Q: This table lists the pressure of one and the same barium titanate crystal, computed with several functionals. The atoms and the cell never change, yet the pressure does. Could I have estimated these values with pencil and paper?

Kohn-Sham DFT with GPAW, VASP and Ansatz for non-magnetic tetragonal BaTiO3 (P4mm, 5-atom cell, edges 4.000, 4.000 and 4.018 Å), with cell and atoms held fixed. The basis column gives the plane-wave cutoff. Pressures are for the static lattice, positive in compression; those from Ansatz leave out the Pulay correction.

| method | rung | program | potentials | basis | spin orbit | k mesh | smearing | pressure (GPa) |
| --- | --- | --- | --- | --- | --- | --- | --- | --- |
| PBE | GGA | GPAW | GPAW PAW data sets (gpaw data 1.2.1) | 800 eV | no | 7x7x7 5-atom cell | Fermi-Dirac 0.05eV | 3.760 |
| PBE | GGA | VASP | VASP PAW PBE potentials, recommended | 520 eV | no | 7x7x7 5-atom cell | gaussian 0.014eV | 4.200 |
| PBE | GGA | Ansatz | Ansatz PAW | 420 eV | no | 7x7x7 5-atom cell | Fermi-Dirac 0.05eV | 1.880 |
| r2SCAN-rVV10 | meta-GGA | Ansatz | Ansatz PAW | 500 eV | yes | 5x5x5 5-atom cell | tetrahedron 0eV | -2.400 |
| LC-wPBE | hybrid | Ansatz | Ansatz PAW | 420 eV | no | 4x4x4 5-atom cell | Fermi-Dirac 0.05eV | -5.470 |
| r2SCAN50 | hybrid | Ansatz | Ansatz PAW | 500 eV | no | 4x4x4 5-atom cell | Fermi-Dirac 0.05eV | -8.200 |
| r2SCANh | hybrid | Ansatz | Ansatz PAW | 500 eV | no | 4x4x4 5-atom cell | Fermi-Dirac 0.05eV | -2.410 |

A: Only roughly. A simple picture gives the order of magnitude, and a rule with three numbers taken from this table then reproduces most of the values to about 1 GPa. Start with what the pressure means here. The cell is held at a fixed size, like a spring held between two clamps. A positive pressure means that the crystal pushes outward and would grow if released; a negative one means that it pulls inward and would shrink. Each functional is a different approximation to the exchange and correlation energy of the electrons, so each has its own preferred size for the crystal.

Q: So the three PBE calculations want a larger cell, and the other four want a smaller one?

A: Exactly. The pressure is a measure of the misfit between the cell imposed and the cell preferred. An estimate therefore needs two things: the stiffness of the crystal, and some idea of how the preferred size shifts from one functional to the next.

Q: Several gigapascals sounds enormous. One gigapascal is ten thousand bar.

A: It is enormous for a vessel, but small for a stiff oxide. Consider the limit in which the imposed cell is exactly the preferred one: the energy is at its minimum and the pressure is zero. A little away from there the energy rises as a parabola, so the pressure grows in proportion to the misfit:

$$P \approx B\,\frac{V_0-V}{V} \approx 3B\,e .$$

Here $P$ is the pressure, $V$ the imposed volume, $V_0$ the preferred volume and $B$ the bulk modulus, which is the resistance to uniform compression. The symbol $e$ is the relative amount by which the preferred edge exceeds the imposed one. The factor 3 appears because a volume has three edges.

For barium titanate $B$ is roughly 160 GPa, a recalled value. An edge misfit of 1% then gives about 5 GPa. Pressures that look dramatic thus stand for length differences of a few hundredths of an ångström.

Q: Can that already explain the PBE values?

A: It gives their sign and their order of magnitude. PBE is known to make the cell edges of many solids too long, by roughly 1%. The imposed cell has edges near 4.0 Å, which is close to the real crystal, so PBE should push outward with about 5 GPa. The three PBE calculations average 3.3 GPa.

The r2SCAN functional belongs to the next rung, the meta-GGAs. Besides the density and its gradient it uses the kinetic energy density of the electrons, which helps it to tell one kind of bond from another. It usually removes much of PBE's excess length, so its pressure in this cell should lie closer to zero or below it.

Q: And the hybrids? Their pressures are negative too, and one of them strongly so.

A: A hybrid replaces a share of the approximate exchange energy by exact exchange. Approximate exchange leaves each electron repelling itself a little, which spreads the electron clouds too far. Exact exchange removes part of this error. The change in energy depends on how closely the atoms are packed, and this alone alters the pressure, even before the clouds adjust. When they do adjust, the oxygen ions should become more compact and repel their neighbours less. In oxides the net result is usually a smaller preferred cell. These calculations don't separate the two effects; the table shows only the fall in pressure.

The cleanest comparison is between r2SCANh, with 10% exact exchange, and r2SCAN50, with 50%. Both were run in the same program with the same settings. The pressure falls from -2.41 to -8.20 GPa. One caution: their common k mesh is coarse, and an error that it causes in the exact exchange would grow with the share, so it could be part of this fall.

Q: How do I turn two points into a rule? The dependence might be curved.

A: Think of the two limits. With no exact exchange the hybrid is its parent functional, and with a full share all of the approximate exchange has been replaced, while the correlation part stays. In between, the energy is a weighted average of the two descriptions, as long as the electron clouds keep their shape. The pressure is minus the slope of the energy with volume, so it is the same weighted average, and that is a straight line in the share.

The clouds do adjust when the functional changes, which bends the line somewhat. Two points can't reveal how much, so the straightness rests on this argument. The slope follows by simple division: a fall of 5.79 GPa over 40 percentage points is about 1.5 GPa for every 10 points.

Q: Then I only need the starting values of the parents.

A: Yes, and there are two of them. For PBE, take the average of the three programs, rounded to +3 GPa. For r2SCAN, extend the line through the two hybrids back to zero exact exchange, which gives about -1 GPa. The whole rule is then

$$P \approx P_{\text{start}} - 1.5\ \text{GPa}\times\frac{a}{10},$$

where $P_{\text{start}}$ is +3 GPa for PBE or -1 GPa for r2SCAN, and $a$ is the percentage of exact exchange. The table holds no PBE hybrid with a fixed share, so for that family the slope is an untested assumption.

Q: Let me try r2SCAN50. The start is -1 GPa. Fifty percent is five steps of 1.5 GPa, or 7.5 GPa in total. That makes -8.5 GPa, and the table has -8.20 GPa.

A: The arithmetic is right, but don't take the agreement as a success of the rule. This calculation helped to set both the slope and the start, so it had to come out well. What you gain is the meaning of the number. Divided by three times the bulk modulus, it says that r2SCAN50 would like edges nearly 2% shorter than those it was given, as long as the atoms keep their relative positions in the cell.

Q: Which calculation would be a fair test?

A: Take r2SCAN-rVV10, which played no part in setting the three numbers. It contains no exact exchange, so the rule gives its start, -1 GPa. The calculation gives -2.40 GPa. The rule has the right sign and the right order of magnitude, but it misses by 1.4 GPa, more than half of the computed value.

Q: Is there a reason for the miss?

A: There is a plausible one. The suffix rVV10 stands for an added dispersion energy, the weak attraction between fluctuating electron clouds. It strengthens as atoms approach, so it pulls the crystal inward and makes the pressure more negative, as observed. But this calculation also includes spin-orbit coupling and uses a different k mesh, and the start of -1 GPa was itself extrapolated along a line that may bend. The assignment to dispersion therefore remains a guess.

Q: I notice that r2SCAN-rVV10 and r2SCANh have practically the same pressure. Doesn't that suggest that 10% exact exchange does nothing?

A: It would, if exact exchange were the only difference between them. But one functional has the dispersion term and the other has the exact exchange, and both ingredients are expected to pull inward. Two different changes can lead to the same pressure. To see the effect of one ingredient, compare calculations that differ in that ingredient alone, as the two r2SCAN hybrids do.

Q: How far can I trust the rule over the whole table?

A: Leave LC-wPBE aside for a moment. Over the other six calculations the typical deviation, taken as a root mean square, is 0.9 GPa, and the largest is the 1.4 GPa that you have just seen. Since five of the six helped to set the numbers, the larger figure is the more honest guide for a new case. In terms of length it is about 0.3% of an edge.

Q: Could I simplify further and use one starting value for both families?

A: You would lose the main distinction. A single straight line in the share of exact exchange, fitted by least squares to the same six calculations, has a typical deviation of 2.3 GPa. It has to treat PBE and r2SCAN-rVV10 alike because neither contains exact exchange, although their pressures have opposite signs. In the rule, the change of parent shifts the pressure by 4 GPa, as much as some 27 percentage points of exact exchange.

Q: The three PBE values trouble me. The functional is the same, but the pressure runs from 1.88 to 4.20 GPa.

A: That scatter limits any rule based on the name of the functional. The r2SCAN start and the slope come from Ansatz alone, so estimates for another program could be off by a similar amount. Part of it comes from the finite set of plane waves that describes the electrons. Such a set distorts the computed stress, and a term known as the Pulay correction repairs this. The table leaves that term out for Ansatz; with it, the Ansatz value rises to 2.43 GPa. If the other two values are left as they are, the spread shrinks from 2.3 to 1.8 GPa, although they may need a correction of their own.

The remainder probably comes mainly from the different atomic potentials and from what is left of the basis error, in proportions that these calculations don't separate. For practical use, compare functionals within one program where you can. Inside Ansatz, the step from PBE to r2SCAN-rVV10 is a drop of 4.3 GPa, clearly larger than the scatter among programs, although these two runs also differ in cutoff and k mesh.

Q: Now LC-wPBE. What percentage do I put in?

A: No single percentage is right, and this is where the rule reaches its limit. In LC-wPBE the share of exact exchange depends on the distance between two electrons: it is zero when they are very close and complete when they are far apart. The rule can only treat the two extremes. With no exact exchange it gives +3 GPa, and with 100% it gives -12 GPa.

The computed value, -5.47 GPa, lies between them. You could work backwards and find that a share of a little over one half would reproduce it. That number merely restates the result, and it borrows a slope found for r2SCAN hybrids. The two extremes enclose the result here, but they are far apart, and one calculation can't show that they would do so for other functionals of this kind.

Q: What if someone gives me the same crystal with a slightly different cell?

A: Then the starting values move, because they belong to this cell. The spring picture tells you how: lengthen every edge by 1%, and each pressure drops by about 5 GPa. The differences between functionals should change much less, as long as the change of size stays small. For an r2SCAN hybrid with 25% exact exchange in the present cell, you would interpolate and expect about -5 GPa.

Q: Last question. Is the functional with the pressure nearest to zero the best one?

A: Not necessarily. These calculations hold the atoms still, whereas in a real crystal they vibrate, and the vibrations push outward with a pressure of the order of 1 GPa. In a cell of the measured size, a perfect functional would therefore show a slightly negative static pressure, which the vibrations would then cancel. A value of one or two gigapascals below zero is no evidence against a functional, while the -8.20 GPa of r2SCAN50 is well beyond what vibrations could balance. Even that isn't a clean verdict on the functional, because the atoms weren't relaxed and the k mesh is coarse.
